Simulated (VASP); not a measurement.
# BeS (F-43m) in VASP: settings compared, part 2 of 2

VASP 6.6.1. Earlier steps stand in the parts before.

### Step 5. Equation of state, PBEsol, 14.55 Å³/atom (volume scaled by 1.02)

File INCAR:

```
SYSTEM = BeS
PREC = Accurate ; ENCUT = 520
EDIFF = 1E-7 ; ISMEAR = -1
SIGMA = 0.05 ; LREAL = .False.
LASPH = .True. ; NELM = 100
ALGO = Normal ; ISIF = 2
LWAVE = .False. ; LCHARG = .False.
GGA = PS ; NBANDS = 11
```

File KPOINTS:

```
regular mesh
0
Gamma
  9 9 9
  0 0 0
```

File POSCAR:

```
BeS
1.0
    0.0000000000      2.4410600707      2.4410600707
    2.4410600707      0.0000000000      2.4410600707
    2.4410600707      2.4410600707      0.0000000000
S Be
1 1
Direct
    0.7500000000      0.7500000000      0.7500000000
    0.0000000000      0.0000000000      0.0000000000
```

Command:

```
$ cat potpaw_PBE.64/S/POTCAR potpaw_PBE.64/Be/POTCAR > POTCAR
$ mpirun -np 1 vasp_std > vasp.out
```

It took 13 s on 1 thread of Intel Xeon Platinum 8259CL at 2.50GHz (Skylake/Cascade Lake), shared host; peak memory 0.15 GiB.

The run converged. Its results:

- Free energy: -10.5590 eV
- Pressure: -2.4 GPa
- Band gap on the k mesh: 3.07 eV, indirect (least direct gap 5.54 eV)

Caveat: the PAW data sets were made with another functional, which shifts forces and pressure a little; an odd mesh through Γ misses points on the zone boundary, where band edges often lie.

### Step 6. Equation of state, PBEsol, 14.83 Å³/atom (volume scaled by 1.04)

INCAR is that of step 5.

KPOINTS is that of step 5.

File POSCAR:

```
BeS
1.0
    0.0000000000      2.4569115543      2.4569115543
    2.4569115543      0.0000000000      2.4569115543
    2.4569115543      2.4569115543      0.0000000000
S Be
1 1
Direct
    0.7500000000      0.7500000000      0.7500000000
    0.0000000000      0.0000000000      0.0000000000
```

Potentials or basis: VASP PAW PBE potentials, release 64 (S, Be).

Command:

```
$ cat potpaw_PBE.64/S/POTCAR potpaw_PBE.64/Be/POTCAR > POTCAR
$ mpirun -np 1 vasp_std > vasp.out
```

Run time: 12 s. Hardware: 1 thread of Intel Xeon Platinum 8259CL at 2.50GHz (Skylake/Cascade Lake), shared host; peak memory 0.15 GiB.

Results (log left out):

| Item | Value |
| --- | --- |
| Free energy | -10.5477 eV |
| Pressure | -4.0 GPa |
| Band gap on the k mesh | 3.11 eV, indirect (least direct gap 5.38 eV) |

Caveat: the PAW data sets were made with another functional, which shifts forces and pressure a little; an odd mesh through Γ misses points on the zone boundary, where band edges often lie.

### Step 7. Equation of state, PBEsol, 15.12 Å³/atom (volume scaled by 1.06)

INCAR is that of step 6.

KPOINTS is that of step 6.

File POSCAR:

```
BeS
1.0
    0.0000000000      2.4725610944      2.4725610944
    2.4725610944      0.0000000000      2.4725610944
    2.4725610944      2.4725610944      0.0000000000
S Be
1 1
Direct
    0.7500000000      0.7500000000      0.7500000000
    0.0000000000      0.0000000000      0.0000000000
```

Command:

```
$ cat potpaw_PBE.64/S/POTCAR potpaw_PBE.64/Be/POTCAR > POTCAR
$ mpirun -np 1 vasp_std > vasp.out
```

Wall time 12 s (1 thread of Intel Xeon Platinum 8259CL at 2.50GHz (Skylake/Cascade Lake), shared host); peak memory 0.15 GiB.

It converged, with:

```
Free energy            : -10.5308 eV
Pressure               : -5.5 GPa
Band gap on the k mesh : 3.14 eV, indirect (least direct gap 5.23 eV)
```

Caveat: the PAW data sets were made with another functional, which shifts forces and pressure a little; an odd mesh through Γ misses points on the zone boundary, where band edges often lie.

### Step 8. Equation of state, PBEsol

Potentials or basis: VASP PAW PBE potentials, release 64 (S, Be).

This step only gathers the single runs of the series.

Results:

```yaml
Equilibrium_volume: 14.18 Å³/atom
Bulk_modulus: 97 GPa
Pressure_derivative_of_the_bulk_modulus: 3.8
```

Energy against volume, from the lowest point:
```
volume (Å³/atom)  energy (meV/atom)
          13.405              14.01
          13.690               5.37
          13.975               0.82
          14.261               0.00
          14.546               2.56
          14.831               8.19
          15.116              16.62
```

Caveat: the PAW data sets were made with another functional, which shifts forces and pressure a little.

### Step 9. Equation of state, PBE, 13.40 Å³/atom (volume scaled by 0.94)

File INCAR:

```
ALGO = Normal
EDIFF = 1E-7
ENCUT = 520
GGA = PE
ISIF = 2
ISMEAR = -1
LASPH = True
LCHARG = False
LREAL = False
LWAVE = False
NBANDS = 11
NELM = 80
PREC = Accurate
SIGMA = 0.05
```

File KPOINTS:

```
k-points
0
Gamma
  9 9 9
```

File POSCAR:

```
BeS
1.0
    0.0000000000      2.3754963136      2.3754963136
    2.3754963136      0.0000000000      2.3754963136
    2.3754963136      2.3754963136      0.0000000000
S Be
1 1
Direct
    0.7500000000      0.7500000000      0.7500000000
    0.0000000000      0.0000000000      0.0000000000
```

Potentials or basis: VASP PAW PBE potentials, release 64 (S, Be).

Command:

```
$ cat potpaw_PBE.64/S/POTCAR potpaw_PBE.64/Be/POTCAR > POTCAR
$ mpirun -np 1 vasp_std > vasp.out
```

Wall time 12 s (1 thread of Intel Xeon Platinum 8488C (Sapphire Rapids), shared host); peak memory 0.15 GiB.

It converged, with:

| Quantity | Value |
| --- | --- |
| Free energy | -9.9593 eV |
| Pressure | 8.4 GPa |
| Band gap on the k mesh | 3.06 eV, indirect (least direct gap 5.63 eV) |

Caveat: an odd mesh through Γ misses points on the zone boundary, where band edges often lie.

### Step 10. Equation of state, PBE, 13.69 Å³/atom (volume scaled by 0.96)

File INCAR:

```
SYSTEM = BeS
  ALGO = Normal
  EDIFF = 1E-7
  ENCUT = 520
  GGA = PE
  ISIF = 2
  ISMEAR = -1
  LASPH = .True.
  LCHARG = .False.
  LREAL = .False.
  LWAVE = .False.
  NBANDS = 11
  NELM = 80
  PREC = Accurate
  SIGMA = 0.05
```

File KPOINTS:

```
k-points
0
Gamma
  9 9 9
  0 0 0
```

File POSCAR:

```
BeS
1.0
    0.0000000000      2.3922257121      2.3922257121
    2.3922257121      0.0000000000      2.3922257121
    2.3922257121      2.3922257121      0.0000000000
S Be
1 1
Direct
    0.7500000000      0.7500000000      0.7500000000
    0.0000000000      0.0000000000      0.0000000000
```

Command:

```
$ cat potpaw_PBE.64/S/POTCAR potpaw_PBE.64/Be/POTCAR > POTCAR
$ mpirun -np 1 vasp_std > vasp.out
```

It took 13 s on 1 thread of Intel Xeon Platinum 8488C (Sapphire Rapids), shared host; peak memory 0.14 GiB.

It converged, with:

| Quantity | Value |
| --- | --- |
| Free energy | -9.9848 eV |
| Pressure | 5.9 GPa |
| Band gap on the k mesh | 3.11 eV, indirect (least direct gap 5.65 eV) |

Caveat: an odd mesh through Γ misses points on the zone boundary, where band edges often lie.

### Step 11. Equation of state, PBE, 13.98 Å³/atom (volume scaled by 0.98)

File INCAR:

```
SYSTEM = BeS
PREC = Accurate ; ENCUT = 520
EDIFF = 1E-7 ; ISMEAR = -1
SIGMA = 0.05 ; LREAL = .FALSE.
LASPH = .TRUE. ; NELM = 100
ALGO = Normal ; ISIF = 2
LWAVE = .FALSE. ; LCHARG = .FALSE.
GGA = PE ; NBANDS = 11
```

File KPOINTS:

```
Automatic mesh
0
G
  9 9 9
  0 0 0
```

File POSCAR:

```
BeS
1.0
    0.0000000000      2.4087243418      2.4087243418
    2.4087243418      0.0000000000      2.4087243418
    2.4087243418      2.4087243418      0.0000000000
S Be
1 1
Direct
    0.7500000000      0.7500000000      0.7500000000
    0.0000000000      0.0000000000      0.0000000000
```

Command:

```
$ cat potpaw_PBE.64/S/POTCAR potpaw_PBE.64/Be/POTCAR > POTCAR
$ mpirun -np 1 vasp_std > vasp.out
```

Run time: 13 s. Hardware: 1 thread of Intel Xeon Platinum 8488C (Sapphire Rapids), shared host; peak memory 0.15 GiB.

The run converged. Its results:

| Property | Result |
| --- | --- |
| Free energy | -10.0018 eV |
| Pressure | 3.6 GPa |
| Band gap on the k mesh | 3.16 eV, indirect (least direct gap 5.66 eV) |

Caveat: an odd mesh through Γ misses points on the zone boundary, where band edges often lie.

### Step 12. Equation of state, PBE, 14.55 Å³/atom (volume scaled by 1.02)

File INCAR:

```
SYSTEM = BeS
PREC = Accurate
ENCUT = 520
EDIFF = 1E-7
ISMEAR = -1
SIGMA = 0.05
LREAL = .FALSE.
LASPH = .TRUE.
NELM = 60
ALGO = Normal
ISIF = 2
LWAVE = .FALSE.
LCHARG = .FALSE.
GGA = PE
NBANDS = 11
```

File KPOINTS:

```
regular mesh
0
G
  9 9 9
  0 0 0
```

File POSCAR:

```
BeS
1.0
    0.0000000000      2.4410600707      2.4410600707
    2.4410600707      0.0000000000      2.4410600707
    2.4410600707      2.4410600707      0.0000000000
S Be
1 1
Direct
    0.7500000000      0.7500000000      0.7500000000
    0.0000000000      0.0000000000      0.0000000000
```

Potentials or basis: VASP PAW PBE potentials, release 64 (S, Be).

Command:

```
$ cat potpaw_PBE.64/S/POTCAR potpaw_PBE.64/Be/POTCAR > POTCAR
$ mpirun -np 1 vasp_std > vasp.out
```

Wall time 12 s (1 thread of Intel Xeon Platinum 8488C (Sapphire Rapids), shared host); peak memory 0.14 GiB.

It converged, with:

| Property | Result |
| --- | --- |
| Free energy | -10.0134 eV |
| Pressure | -0.3 GPa |
| Band gap on the k mesh | 3.25 eV, indirect (least direct gap 5.68 eV) |

Caveat: an odd mesh through Γ misses points on the zone boundary, where band edges often lie.

### Step 13. Equation of state, PBE, 14.83 Å³/atom (volume scaled by 1.04)

File INCAR:

```
SYSTEM = BeS
PREC = Accurate ; ENCUT = 520
EDIFF = 1E-7 ; ISMEAR = -1
SIGMA = 0.05 ; LREAL = .False.
LASPH = .True. ; NELM = 100
ALGO = Normal ; ISIF = 2
LWAVE = .False. ; LCHARG = .False.
GGA = PE ; NBANDS = 11
```

File KPOINTS:

```
regular mesh
0
Gamma
  9 9 9
  0 0 0
```

File POSCAR:

```
BeS
1.0
    0.0000000000      2.4569115543      2.4569115543
    2.4569115543      0.0000000000      2.4569115543
    2.4569115543      2.4569115543      0.0000000000
S Be
1 1
Direct
    0.7500000000      0.7500000000      0.7500000000
    0.0000000000      0.0000000000      0.0000000000
```

Command:

```
$ cat potpaw_PBE.64/S/POTCAR potpaw_PBE.64/Be/POTCAR > POTCAR
$ mpirun -np 1 vasp_std > vasp.out
```

It took 16 s on 1 thread of Intel Xeon Platinum 8488C (Sapphire Rapids), shared host; peak memory 0.15 GiB.

Results (log left out):

| Property | Result |
| --- | --- |
| Free energy | -10.0093 eV |
| Pressure | -2.0 GPa |
| Band gap on the k mesh | 3.29 eV, indirect (least direct gap 5.56 eV) |

Caveat: an odd mesh through Γ misses points on the zone boundary, where band edges often lie.

### Step 14. Equation of state, PBE, 15.12 Å³/atom (volume scaled by 1.06)

File INCAR:

```
SYSTEM = BeS
ALGO     = Normal         ! electronic algorithm
EDIFF    = 1E-7           ! SCF threshold, eV
ENCUT    = 520            ! plane-wave cutoff, eV
GGA      = PE             ! functional
ISIF     = 2              ! what is computed and relaxed
ISMEAR   = -1             ! smearing method
LASPH    = .True.         ! aspherical terms in the spheres
LCHARG   = .False.        ! write CHGCAR
LREAL    = .False.        ! projectors in reciprocal space
LWAVE    = .False.        ! write WAVECAR
NBANDS   = 11             ! bands
NELM     = 60             ! most SCF steps
PREC     = Accurate       ! precision mode
SIGMA    = 0.05           ! smearing width, eV
```

File KPOINTS:

```
k-points
0
Gamma
  9 9 9
  0 0 0
```

File POSCAR:

```
BeS
1.0
    0.0000000000      2.4725610944      2.4725610944
    2.4725610944      0.0000000000      2.4725610944
    2.4725610944      2.4725610944      0.0000000000
S Be
1 1
Direct
    0.7500000000      0.7500000000      0.7500000000
    0.0000000000      0.0000000000      0.0000000000
```

Command:

```
$ cat potpaw_PBE.64/S/POTCAR potpaw_PBE.64/Be/POTCAR > POTCAR
$ mpirun -np 1 vasp_std > vasp.out
```

It took 12 s on 1 thread of Intel Xeon Platinum 8488C (Sapphire Rapids), shared host; peak memory 0.14 GiB.

The run converged. Its results:

| Item | Value |
| --- | --- |
| Free energy | -9.9993 eV |
| Pressure | -3.6 GPa |
| Band gap on the k mesh | 3.32 eV, indirect (least direct gap 5.40 eV) |

Caveat: an odd mesh through Γ misses points on the zone boundary, where band edges often lie.

### Step 15. Equation of state, PBE

Potentials or basis: VASP PAW PBE potentials, release 64 (S, Be).

No new run: the results of the series are fitted here.

What came out:

```yaml
Equilibrium_volume: 14.50 Å³/atom
Bulk_modulus: 93 GPa
Pressure_derivative_of_the_bulk_modulus: 3.8
```

Energy against volume, from the lowest point:
```tsv
volume (Å³/atom)	energy (meV/atom)
13.405	27.06
13.690	14.29
13.975	5.78
14.261	1.13
14.546	0.00
14.831	2.07
15.116	7.06
```

PBE usually gives volumes a little too large and moduli too small. Zero-point motion and thermal expansion aren't in these numbers.
